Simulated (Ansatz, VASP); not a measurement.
# AlGaN2 (alpha-NaFeO2 type (invented)) in two plane-wave programs, part 2 of 2

Wanted: the spread between two codes on one cell, functional and k mesh. The cell is generated by rule, not measured, and may not be a known phase. The cell is taken from a series of runs on this material, whose earlier steps may have relaxed, scaled, displaced or heated it; both programs get it as it stands.

VASP 6.6.1 and Ansatz 0.2.0.

So far: The structure; Ansatz: zone-centre phonons, PBEsol; VASP: zone-centre phonons, PBEsol.

## (3) VASP: zone-centre phonons, PBEsol (continued)

Level of this step: PBEsol; plane waves and PAW (Al, Ga_d, N); invented cell (VASP).

Numbers of over 12 decimals in the logs are rounded to 6 here.

From OUTCAR (step 3):

```text
NELECT = 25.96

 ion  position               nearest neighbor table
   1  0.000  0.000  0.000-   4 2.04   3 2.04   4 2.04   4 2.04   3 2.04   3 2.04   2 2.92   2 2.92
                             2 2.92   2 2.92   2 2.92   2 2.92
   2  0.500  0.500  0.500-   3 2.10   4 2.10   3 2.10   3 2.10   4 2.10   4 2.10   1 2.92   1 2.92
                             1 2.92   1 2.92   1 2.92   1 2.92
   3  0.253  0.253  0.253-   1 2.04   1 2.04   1 2.04   2 2.10   2 2.10   2 2.10
   4  0.747  0.747  0.747-   1 2.04   1 2.04   1 2.04   2 2.10   2 2.10   2 2.10

  LATTYP: Found a trigonal (rhomboedric) cell.
 ALAT       =     5.0651022060
 COS(alpha) =     0.8333373549

 Subroutine GETGRP returns: Found 12 space group operations
 (whereof 12 operations were pure point group operations)

The static configuration has the point symmetry D_3d.

 Found    189 irreducible k-points:

   k-points           NKPTS =    189   k-points in BZ     NKDIM =    189   number of bands    NBANDS=     18

   dimension x,y,z NGX =    40 NGY =   40 NGZ =   40
   dimension x,y,z NGXF=    80 NGYF=   80 NGZF=   80

   ENCUT  =  600.0 eV  44.10 Ry    6.64 a.u.  10.12 10.12 10.12*2*pi/ulx,y,z

 k-points in reciprocal lattice and weights: Automatic mesh
   0.00000000  0.00000000  0.00000000       0.001
   0.08333333  0.00000000  0.00000000       0.003
   0.16666667  0.00000000 -0.00000000       0.003
   0.25000000  0.00000000 -0.00000000       0.003
   0.33333333  0.00000000  0.00000000       0.003
   0.41666667 -0.00000000 -0.00000000       0.003
   0.50000000  0.00000000 -0.00000000       0.002
   0.08333333  0.08333333  0.00000000       0.003
   0.16666667  0.08333333 -0.00000000       0.007
[...]
-0.41666667  0.50000000  0.41666667       0.003
   0.50000000  0.50000000  0.50000000       0.001

 average (electrostatic) potential at core
       1 -70.0606       2 -60.3933       3 -58.4215       4 -58.4215

  Total       -0.5053158     -0.5053158     -0.4375342      0.0000000      0.0000000      0.0000000
  in kB      -22.8920938    -22.8920938    -19.8214139      0.0000000      0.0000000      0.0000000
  external PRESSURE =     -21.8685338 kB  Pullay stress =       0.0000000 kB

  energy-cutoff  :      600.00
  volume of cell :       35.37
      direct lattice vectors                 reciprocal lattice vectors
     1.462151420  0.844173516  4.775431358     0.341961847  0.197431764  0.069801722
    -1.462151420  0.844173516  4.775431358    -0.341961847  0.197431764  0.069801722
     0.000000000 -1.688347032  4.775431358     0.000000000 -0.394863529  0.069801722

 POSITION                                       TOTAL-FORCE (eV/Angst)
 -----------------------------------------------------------------------------------
      0.00000      0.00000      0.00000        -0.000000      0.000000     -0.000000
      0.00000      0.00000      7.16315         0.000000      0.000000      0.000000
      0.00000      0.00000      3.63034        -0.000000      0.000000      0.018517
      0.00000      0.00000     10.69595        -0.000000     -0.000000     -0.018517
 -----------------------------------------------------------------------------------
    total drift:                                0.000000      0.000000      0.000000

 Eigenvectors and eigenvalues of the dynamical matrix
 ----------------------------------------------------

   1 f  =   20.461186 THz   128.561424 2PiTHz  682.511704 cm-1    84.620628 meV
             X         Y         Z           dx          dy          dz
      0.000000  0.000000  0.000000    -0.000000   -0.000000    0.000000
      0.000000  0.000000  7.163147    -0.000000   -0.000000    0.000000
      0.000000  0.000000  3.630343    -0.000000   -0.000000   -0.707107
      0.000000  0.000000 10.695952     0.000000    0.000000    0.707107

   2 f  =   15.394868 THz    96.728811 2PiTHz  513.517537 cm-1    63.668031 meV
             X         Y         Z           dx          dy          dz
      0.000000  0.000000  0.000000     0.000000   -0.000000   -0.878698
      0.000000  0.000000  7.163147    -0.000000   -0.000000    0.454868
      0.000000  0.000000  3.630343    -0.000000   -0.000000    0.102435
      0.000000  0.000000 10.695952     0.000000    0.000000    0.102435

   3 f  =   11.378087 THz    71.490627 2PiTHz  379.532117 cm-1    47.055964 meV
             X         Y         Z           dx          dy          dz
      0.000000  0.000000  0.000000    -0.629665    0.000002    0.000000
      0.000000  0.000000  7.163147    -0.096589    0.000000    0.000000
      0.000000  0.000000  3.630343     0.545065   -0.000001   -0.000000
      0.000000  0.000000 10.695952     0.545065   -0.000001   -0.000000

   4 f  =   11.378087 THz    71.490627 2PiTHz  379.532117 cm-1    47.055964 meV
             X         Y         Z           dx          dy          dz
      0.000000  0.000000  0.000000    -0.000002   -0.629665   -0.000000
      0.000000  0.000000  7.163147    -0.000000   -0.096589    0.000000
      0.000000  0.000000  3.630343     0.000001    0.545065   -0.000000
      0.000000  0.000000 10.695952     0.000001    0.545065   -0.000000

   5 f  =   10.283553 THz    64.613470 2PiTHz  343.022409 cm-1    42.529339 meV
             X         Y         Z           dx          dy          dz
      0.000000  0.000000  0.000000     0.000000    0.000000    0.107269
      0.000000  0.000000  7.163147     0.000000    0.000000    0.483835
      0.000000  0.000000  3.630343    -0.000000   -0.000000   -0.614165
      0.000000  0.000000 10.695952     0.000000    0.000000   -0.614165

   6 f  =   10.240721 THz    64.344346 2PiTHz  341.593677 cm-1    42.352199 meV
             X         Y         Z           dx          dy          dz
      0.000000  0.000000  0.000000    -0.000000    0.000000   -0.000000
      0.000000  0.000000  7.163147    -0.000000   -0.000000   -0.000000
      0.000000  0.000000  3.630343    -0.707107    0.000004    0.000000
      0.000000  0.000000 10.695952     0.707107   -0.000004    0.000000

   7 f  =   10.240721 THz    64.344346 2PiTHz  341.593677 cm-1    42.352199 meV
             X         Y         Z           dx          dy          dz
      0.000000  0.000000  0.000000    -0.000000    0.000000    0.000000
      0.000000  0.000000  7.163147     0.000000    0.000000    0.000000
      0.000000  0.000000  3.630343     0.000004    0.707107   -0.000000
      0.000000  0.000000 10.695952    -0.000004   -0.707107   -0.000000

   8 f  =    5.854103 THz    36.782415 2PiTHz  195.271862 cm-1    24.210614 meV
             X         Y         Z           dx          dy          dz
      0.000000  0.000000  0.000000    -0.622507    0.000019   -0.000000
      0.000000  0.000000  7.163147     0.656346   -0.000020   -0.000000
      0.000000  0.000000  3.630343    -0.301409    0.000009   -0.000000
      0.000000  0.000000 10.695952    -0.301409    0.000009   -0.000000

   9 f  =    5.854103 THz    36.782415 2PiTHz  195.271862 cm-1    24.210614 meV
             X         Y         Z           dx          dy          dz
      0.000000  0.000000  0.000000    -0.000019   -0.622507    0.000000
      0.000000  0.000000  7.163147     0.000020    0.656346    0.000000
      0.000000  0.000000  3.630343    -0.000009   -0.301409   -0.000000
      0.000000  0.000000 10.695952    -0.000009   -0.301409    0.000000

  10 f/i=    0.001199 THz     0.007533 2PiTHz    0.039994 cm-1     0.004959 meV
             X         Y         Z           dx          dy          dz
      0.000000  0.000000  0.000000    -0.000000    0.000000   -0.465170
      0.000000  0.000000  7.163147    -0.000000    0.000000   -0.747663
      0.000000  0.000000  3.630343    -0.000000    0.000000   -0.335125
      0.000000  0.000000 10.695952    -0.000000    0.000000   -0.335125

  11 f/i=    0.004884 THz     0.030684 2PiTHz    0.162896 cm-1     0.020197 meV
             X         Y         Z           dx          dy          dz
      0.000000  0.000000  0.000000     0.291880   -0.361680   -0.000000
      0.000000  0.000000  7.163147     0.469914   -0.582289   -0.000000
      0.000000  0.000000  3.630343     0.210228   -0.260501   -0.000000
      0.000000  0.000000 10.695952     0.210228   -0.260501   -0.000000

  12 f/i=    0.004884 THz     0.030684 2PiTHz    0.162896 cm-1     0.020197 meV
             X         Y         Z           dx          dy          dz
      0.000000  0.000000  0.000000    -0.361680   -0.291880   -0.000000
      0.000000  0.000000  7.163147    -0.582289   -0.469914   -0.000000
      0.000000  0.000000  3.630343    -0.260501   -0.210228   -0.000000
      0.000000  0.000000 10.695952    -0.260501   -0.210228   -0.000000

 ELASTIC MODULI CONTR FROM IONIC RELAXATION (kBar)
 Direction    XX          YY          ZZ          XY          YZ          ZX
 --------------------------------------------------------------------------------
 XX          -0.2998     -0.0127     -0.1339     -0.0000     -2.9939     -0.0000
 YY          -0.0127     -0.2998     -0.1339      0.0000      2.9939      0.0000
 ZZ          -0.1339     -0.1339     -0.1147      0.0000     -0.0000      0.0000
 XY          -0.0000      0.0000      0.0000     -0.1435     -0.0000     -3.2212
 YZ          -2.9939      2.9939     -0.0000     -0.0000    -62.4525     -0.0000
 ZX          -0.0000      0.0000      0.0000     -3.2212     -0.0000    -72.2951
 --------------------------------------------------------------------------------
```

The cell is charged against a uniform background.

## (4) Comparison

Known differences besides the potentials themselves: the cutoff is 420 eV in Ansatz and 600 eV in VASP; Ansatz makes its cores anew for this functional, VASP keeps those of its PBE data sets. Total energies have different zeros and are not compared.

Both answers:

| quantity | Ansatz | VASP | difference |
| --- | --- | --- | --- |
| optical mode 1 to 2 (cm⁻¹) | 197.0 | 195.3 | +0.88 % |
| optical mode 3 to 4 (cm⁻¹) | 342.0 | 341.6 | +0.11 % |
| optical mode 5 (cm⁻¹) | 343.6 | 343.0 | +0.16 % |
| optical mode 6 to 7 (cm⁻¹) | 378.5 | 379.5 | -0.27 % |
| optical mode 8 (cm⁻¹) | 512.0 | 513.5 | -0.29 % |
| optical mode 9 (cm⁻¹) | 682.1 | 682.5 | -0.05 % |

Modes are paired by rising frequency, not by their patterns, so a pair may set unlike modes beside each other; they are those without the splitting of longitudinal modes. The cell carries a charge of +0.04 e against a uniform background, so its pressure also hangs on how the neutralising background is counted, and in a defect's cell a gap may be the spacing between its levels.

## (5) Outcome

| Quantity | Value |
| --- | --- |
| r.m.s. difference of the optical zone-centre modes, each program's sorted by frequency (zone-centre phonons, PBEsol) | 1.1 cm⁻¹ |
| difference in optical mode 1 to 2 (zone-centre phonons, PBEsol) | +0.9 % |

In words: The r.m.s. difference of the optical zone-centre modes, each program's sorted by frequency is 1.1 cm⁻¹ (zone-centre phonons, PBEsol). Among the rows given in per cent, the largest difference of the zone-centre phonons, PBEsol pair is in optical mode 1 to 2, +0.9 %. Such differences can come from data sets, numerical settings and the points named under the comparisons, not from the functional's error against experiment.

[Lines on the potential files, build, host, timing and source positions are cut from VASP's logs without a mark.]

[Logs are printed without paths, hosts, clocks, repeated set-up lines and the standing remarks that a program may print on its own settings, such as how far it seeks lower states.]

[Hosts, paths, dates, database ids (printed as entryN), source tags and the programs' standing remarks are cut or masked in the printed files.]
